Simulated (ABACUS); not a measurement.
# Ge (I4_1/amd) in ABACUS: relaxation of cell and atoms with RPBE

Aim: the relaxation of cell and atoms of Ge with RPBE.

All numbers are computed with ABACUS 3.10.1; they aren't measurements. Logs are shortened: lines on timing, memory, paths and dates and some standing lists are left out, and cuts for length are marked.

## 1. The structure

It takes space group I4_1/amd (No. 141, tetragonal). Conventional cell: a = 5.149 Å, b = 5.149 Å, c = 2.795 Å, α = 90.00°, β = 90.00°, γ = 90.00°. Around Ge (site symmetry -4m2) lie 6 Ge at 2.67 to 2.79 Å.

This isn't the form of Ge at room conditions, which is diamond.

## 2. Relaxation of cell and atoms, RPBE

run_abacus.py

```python
"""Relaxation by an ASE optimiser with ABACUS as a small file-based calculator."""
import re
import subprocess
import numpy as np
from ase.calculators.calculator import Calculator, all_changes
from ase.filters import FrechetCellFilter
from ase.io import read
from ase.optimize import BFGS
from ase.stress import full_3x3_to_voigt_6_stress
from ase.units import Bohr, GPa

atoms = read("POSCAR")
atoms = atoms[(-atoms.numbers).argsort(kind="stable")]  # ABACUS lists atoms element by element
pseudo = {'Ge': 'Ge.upf'}
orbital = {}
magmoms = None
kmesh = [9, 9, 9]
params = {
    'suffix': 'Ge',
    'calculation': 'scf',
    'basis_type': 'pw',
    'pseudo_dir': './',
    'symmetry': 1,
    'dft_functional': 'GGA_X_RPBE+GGA_C_PBE',
    'ecutwfc': 79,
    'pseudo_rcut': 10,
    'nspin': 1,
    'nbands': 18,
    'ks_solver': 'dav',
    'smearing_method': 'fd',
    'smearing_sigma': 0.00367493,
    'scf_thr': 1e-08,
    'scf_nmax': 100,
    'mixing_type': 'broyden',
    'mixing_beta': 0.7,
    'cal_force': 1,
    'cal_stress': 1,
    'kpar': 4,
}

def write_input(atoms):
    symbols = atoms.get_chemical_symbols()
    elements = list(dict.fromkeys(symbols))
    lines = ["ATOMIC_SPECIES"] + [f"{e} {atoms.get_masses()[symbols.index(e)]:.4f} {pseudo[e]}" for e in elements]
    if orbital:
        lines += ["", "NUMERICAL_ORBITAL"] + [orbital[e] for e in elements]
    lines += ["", "LATTICE_CONSTANT", f"{1 / Bohr:.10f}", "", "LATTICE_VECTORS"]
    lines += [" ".join(f"{x:.10f}" for x in v) for v in atoms.cell]
    lines += ["", "ATOMIC_POSITIONS", "Direct"]
    for e in elements:
        lines += ["", e, "0.0", str(symbols.count(e))]
        for i, p in enumerate(atoms.get_scaled_positions(wrap=False)):
            if symbols[i] == e:
                mag = "" if magmoms is None else " mag " + " ".join(str(x) for x in (magmoms[i] if isinstance(magmoms[i], list) else [magmoms[i]]))
                lines.append(" ".join(f"{x:.10f}" for x in p) + " 1 1 1" + mag)
    open("STRU", "w").write("\n".join(lines) + "\n")
    open("KPT", "w").write("K_POINTS\n0\nGamma\n%d %d %d 0 0 0\n" % tuple(kmesh))
    open("INPUT", "w").write("INPUT_PARAMETERS\n" + "".join(f"{k:<20s}{v}\n" for k, v in params.items()))

class Abacus(Calculator):
    implemented_properties = ["energy", "free_energy", "forces", "stress"]

    def calculate(self, atoms=None, properties=("energy",), system_changes=all_changes):
        super().calculate(atoms, properties, system_changes)
        write_input(self.atoms)
        subprocess.run(['mpirun', '-np', '4', 'abacus'], check=True)
        log = open("OUT.Ge/running_scf.log").read()
        if "charge density convergence is achieved" not in log:
            raise RuntimeError("SCF not converged")
        rows = lambda title, n: np.array([l.split()[-3:] for l in log.split(title)[-1].split("\n")[2:2 + n]], float)
        energy = float(re.findall(r"FINAL_ETOT_IS (\S+)", log)[-1])
        stress = -rows("TOTAL-STRESS", 3) / 10 * GPa  # ABACUS prints kbar, compression positive
        self.results = dict(energy=energy, free_energy=energy, forces=rows("TOTAL-FORCE", len(self.atoms)), stress=full_3x3_to_voigt_6_stress(stress))

atoms.calc = Abacus()
opt = BFGS(FrechetCellFilter(atoms), logfile="opt.log", trajectory="relax.traj")
print("optimiser converged:", opt.run(fmax=0.01, steps=60))
```

POSCAR

```
Ge
1.0
   -2.5744897190      2.5744897190      1.3974126432
    2.5744897190     -2.5744897190      1.3974126432
    2.5744897190      2.5744897190     -1.3974126432
Ge
2
Direct
    0.5000000000      0.5000000000      0.0000000000
    0.2500000000      0.7500000000      0.5000000000
```

Potentials or basis: PseudoDojo NC SR 0.5 PBE standard, plane waves.

Started as:

```
OMP_NUM_THREADS=1 python run_abacus.py > log
```

running log:

```text
ABACUS v3.10.1

               Atomic-orbital Based Ab-initio Computation at UStc

 ------------------------------------------------------------------------------------

 READING GENERAL INFORMATION
                           global_out_dir = OUT.Ge/
                           global_in_card = INPUT
                               pseudo_dir = ./
                              orbital_dir =
                                    DSIZE = 4
                                    GSIZE = 1

 READING UNITCELL INFORMATION
                                    ntype = 1
                  lattice constant (Bohr) = 1.88973
              lattice constant (Angstrom) = 1

 READING ATOM TYPE 1
                               atom label = Ge
                      L=0, number of zeta = 1
                      L=1, number of zeta = 1
                      L=2, number of zeta = 1
             number of atom for this type = 2

                        TOTAL ATOM NUMBER = 2
DIRECT COORDINATES
    atom                   x                   y                   z     mag                  vx                  vy                  vz
taud_Ge1            0.5000000000        0.5000000000        0.0000000000  0.0000        0.0000000000        0.0000000000        0.0000000000
taud_Ge2            0.2500000000        0.7500000000        0.5000000000  0.0000        0.0000000000        0.0000000000        0.0000000000

                          Volume (Bohr^3) = 269.315
                             Volume (A^3) = 39.9084

 Lattice vectors: (Cartesian coordinate: in unit of a_0)
             -2.63126            +2.63126            +1.44105
             +2.63126            -2.63126            +1.44105
             +2.63126            +2.63126            -1.44105
 Reciprocal vectors: (Cartesian coordinate: in unit of 2 pi/a_0)
                   +0           +0.190023            +0.34697
            +0.190023                  +0            +0.34697
            +0.190023           +0.190023                  +0
 The esolver type has been set to : ksdft_pw

                PAO radial cut off (Bohr) = 10

 Read in pseudopotential file is Ge.upf
                     pseudopotential type = NC
          exchange-correlation functional = PBE
                 nonlocal core correction = 1
                        valence electrons = 14
                                     lmax = 2
                           number of zeta = 3
                     number of projectors = 6
                           L of projector = 0
                           L of projector = 0
                           L of projector = 1
                           L of projector = 1
                           L of projector = 2
                           L of projector = 2
 XC functional updated to : GGA_X_RPBE+GGA_C_PBE
          exchange-correlation functional = GGA_X_RPBE+GGA_C_PBE
     initial pseudo atomic orbital number = 18

 SETUP THE ELECTRONS NUMBER
            electron number of element Ge = 14
      total electron number of element Ge = 28
            AUTOSET number of electrons:  = 28
                           occupied bands = 14
                                   NBANDS = 18
                                   NLOCAL = 18

%%%%%%%%%%%%%%%%%%%%%%%%%%%%%%%%%%%%%%%%%%%%%%%%%%%%%%%%%%%%%%%%%%%%%%%%%%%%%%%%%%%%%%%%%%%%%%%%%%%%%%%%%%
 Warning: the number of valence electrons in pseudopotential > 4 for Ge: [Ar] 3d10 4s2 4p2
 Pseudopotentials with additional electrons can yield (more) accurate outcomes, but may be less efficient.
 If you're confident that your chosen pseudopotential is appropriate, you can safely ignore this warning.
%%%%%%%%%%%%%%%%%%%%%%%%%%%%%%%%%%%%%%%%%%%%%%%%%%%%%%%%%%%%%%%%%%%%%%%%%%%%%%%%%%%%%%%%%%%%%%%%%%%%%%%%%%

 SETUP THE PLANE WAVE BASIS
 energy cutoff for charge/potential (unit:Ry) = 316
            fft grid for charge/potential = [ 45, 45, 45 ]
                        fft grid division = [ 1, 1, 1 ]
        big fft grid for charge/potential = [ 45, 45, 45 ]
                                     nbxx = 91125
                                     nrxx = 91125

 SETUP PLANE WAVES FOR CHARGE/POTENTIAL
                    number of plane waves = 25563
                         number of sticks = 977

 PARALLEL PW FOR CHARGE/POTENTIAL
     PROC   COLUMNS(POT)             PW
        1            977          25563
 --------------- sum -------------------
        1            977          25563
                            number of |g| = 1490
                                  max |g| = 28.5767
                                  min |g| = 0

----------- Double Check Mixing Parameters Begin ------------
mixing_type: broyden
mixing_beta: 0.7
mixing_gg0: 1
mixing_gg0_min: 0.1
mixing_ndim: 8
[... 41 lines left out ...]
                   Input type of k points = Monkhorst-Pack(Gamma)
                                   nkstot = 729
                       right hand lattice = 1
(for reciprocal lattice: )
                             BRAVAIS TYPE = 6
                     BRAVAIS LATTICE NAME = 06. Tetrogonal I (body-centered)
                                    ibrav = 6
                       right hand lattice = 1
(for k-lattice: )
                             BRAVAIS TYPE = 6
                     BRAVAIS LATTICE NAME = 06. Tetrogonal I (body-centered)
                                    ibrav = 6
                       right hand lattice = 1
                        ROTATION MATRICES = 16
                               nkstot_ibz = 75
K-POINTS REDUCTION ACCORDING TO SYMMETRY
     IBZ    DIRECT_X    DIRECT_Y    DIRECT_Z  WEIGHT  ibz2bz
       1  0.00000000  0.00000000  0.00000000  0.0014       0
       2 -0.11111111  0.00000000  0.11111111  0.0110       1
       3 -0.22222222  0.00000000  0.22222222  0.0110       2
       4 -0.33333333  0.00000000  0.33333333  0.0110       3
       5 -0.44444444  0.00000000  0.44444444  0.0110       4
       6  0.11111111  0.11111111 -0.22222222  0.0110      10
[... 22 lines left out ...]
      29 -0.11111111  0.11111111  0.11111111  0.0055      98
      30  0.22222222  0.22222222  0.44444444  0.0110     101
[... 45 further k points ...]

                               nkstot now = 75
[... K-POINTS DIRECT COORDINATES: 75 rows ...]

           k-point number in this process = 19
       minimum distributed K point number = 18
[... stars of the k points ...]

[... K-POINTS CARTESIAN COORDINATES: 19 rows ...]

[... K-POINTS DIRECT COORDINATES: 19 rows ...]

 SETUP PLANE WAVES FOR WAVE FUNCTIONS
     energy cutoff for wavefunc (unit:Ry) = 79
              fft grid for wave functions = [ 45, 45, 45 ]
                    number of plane waves = 4321
                         number of sticks = 291

 PARALLEL PW FOR WAVE FUNCTIONS
     PROC   COLUMNS(POT)             PW
        1            291           4321
 --------------- sum -------------------
        1            291           4321

 SETUP NONLOCAL PSEUDOPOTENTIALS IN PLANE WAVE BASIS
 Ge non-local projectors:
 projector 1 L=0
 projector 2 L=0
 projector 3 L=1
 projector 4 L=1
 projector 5 L=2
 projector 6 L=2
      TOTAL NUMBER OF NONLOCAL PROJECTORS = 36

 Init Non-Local PseudoPotential table :
 Init Non-Local-Pseudopotential done.

                                     npwx = 3204

 Make real space PAO into reciprocal space.
       max mesh points in Pseudopotential = 1001
     dq(describe PAO in reciprocal space) = 0.01
                                    max q = 1071

 number of pseudo atomic orbitals for Ge is 3
WARNING: norm of atomic wavefunction # 3 of atomic type Ge is 0.999795, renormalized

 -------------------------------------------
 SELF-CONSISTENT
 -------------------------------------------
                                 init_chg = atomic

 PW ALGORITHM --------------- ION=   1  ELEC=   1--------------------------------
 Notice: Threshold on eigenvalues was too large.
 hsover_error=0.28 > DRHO=0.00739289
 Origin diag ethr = 0.01
 New diag ethr = 2.64032e-05

 Density error is 0.00691633017507
                          Error Threshold = 2.64031871908e-05
----------------------------------------------------------
     Energy           Rydberg                 eV
----------------------------------------------------------
 E_KohnSham     -357.4957550327      -4863.9792792566
 E_Harris       -358.3293656978      -4875.3211342160
 E_Fermi        0.8383729926         11.4066497488
----------------------------------------------------------
[... 39 lines left out ...]
 Density error is 9.57063474264e-09
                          Error Threshold = 5.03669285676e-10
----------------------------------------------------------
     Energy           Rydberg                 eV
----------------------------------------------------------
 E_KohnSham     -357.4964280410      -4863.9884360040
 E_KS(sigma->0) -357.4961847331      -4863.9851256305
 E_Harris       -357.4957186503      -4863.9787842493
 E_band         -16.1091213530       -219.1758401746
 E_one_elec     -144.8241854193      -1970.4341299114
 E_Hartree      93.4465435669        1271.4054509145
 E_xc           -87.5229604015       -1190.8109672894
 E_Ewald        -218.5953391712      -2974.1421689708
 E_entropy(-TS) -0.0004866158        -0.0066207470
 E_descf        0.0000000000         0.0000000000
 E_exx          0.0000000000         0.0000000000
 E_Fermi        0.8334393369         11.3395239187
----------------------------------------------------------

 charge density convergence is achieved
 final etot is -4863.988436 eV
 EFERMI = 11.339523919 eV

 STATE ENERGY(eV) AND OCCUPATIONS    NSPIN == 1
 1/19 kpoint (Cartesian) = 0.0000 0.0000 0.0000 (3175 pws)
       1       -13.5419     0.00274348
       2       -13.5069     0.00274348
       3       -13.4829     0.00274348
       4       -13.4795     0.00274348
       5       -13.4048     0.00274348
       6       -13.4048     0.00274348
[... 98 lines left out ...]
       5       -13.4261      0.0219479
       6       -13.4197      0.0219479
[... 10 lines left out ...]
      17        16.1153    7.23240e-44
      18        17.2283    1.55652e-53

[... levels at 13 further k points ...]

------------------------------------------------------------------------------------------
 TOTAL-FORCE (eV/Angstrom)
------------------------------------------------------------------------------------------
                       Ge1         0.0000000000         0.0000000000         0.0000000000
                       Ge2         0.0000000000         0.0000000000         0.0000000000
------------------------------------------------------------------------------------------

----------------------------------------------------------------
 TOTAL-STRESS (KBAR)
----------------------------------------------------------------
        -0.2171090930         0.0000000000         0.0000000000
         0.0000000000        -0.2171090930        -0.0000000000
        -0.0000000000        -0.0000000000        -0.3127481488
----------------------------------------------------------------
 TOTAL-PRESSURE: -0.248989 KBAR

 --------------------------------------------
 !FINAL_ETOT_IS -4863.9884360040114188 eV
 --------------------------------------------
```

Run time: 52 s. Hardware: 4 MPI ranks of AMD EPYC 9R45 (Zen 5), shared host; peak memory 0.4 GiB.

What came out:

```
Free energy                            : -4863.9884 eV
Relaxed volume                         : 19.95 Å³/atom
Relaxed cell                           : a = 3.990 Å, b = 3.990 Å, c = 3.990 Å, α = 97.49°, β = 97.49°, γ = 137.66°
Space group after relaxing (to 0.05 Å) : I4_1/amd (No. 141)
Energy gained by relaxing              : 22.7 meV/atom
Ionic steps                            : 8
Pressure after relaxing                : 0.0 GPa
Band gap on the k mesh                 : none (metal or under the smearing width)
```

Step by step:
| step | energy change (eV) | largest force (eV/Å) | pressure (GPa) | volume (Å³) |
| --- | --- | --- | --- | --- |
| 1 | 0.0000 | 0.0000 | 5.43 | 37.05 |
| 2 | -0.0153 | 0.0000 | 4.30 | 37.55 |
| 3 | -0.0447 | 0.0000 | 0.35 | 39.66 |
| 4 | -0.0450 | 0.0000 | 0.01 | 39.87 |
| 5 | -0.0451 | 0.0000 | -0.05 | 39.91 |
| 6 | -0.0452 | 0.0000 | -0.14 | 39.97 |
| 7 | -0.0453 | 0.0000 | -0.10 | 39.95 |
| 8 | -0.0453 | 0.0000 | -0.02 | 39.91 |

Final structure:
```xyz
2
Lattice="-2.6313 2.6313 1.4410 2.6313 -2.6313 1.4410 2.6313 2.6313 -1.4410" Properties=species:S:1:pos:R:3 pbc="T T T"
Ge    0.0000    0.0000    1.4410
Ge    2.6313    0.0000    0.7205
```

Caveat: the potentials were made for another functional, which shifts forces and pressure.
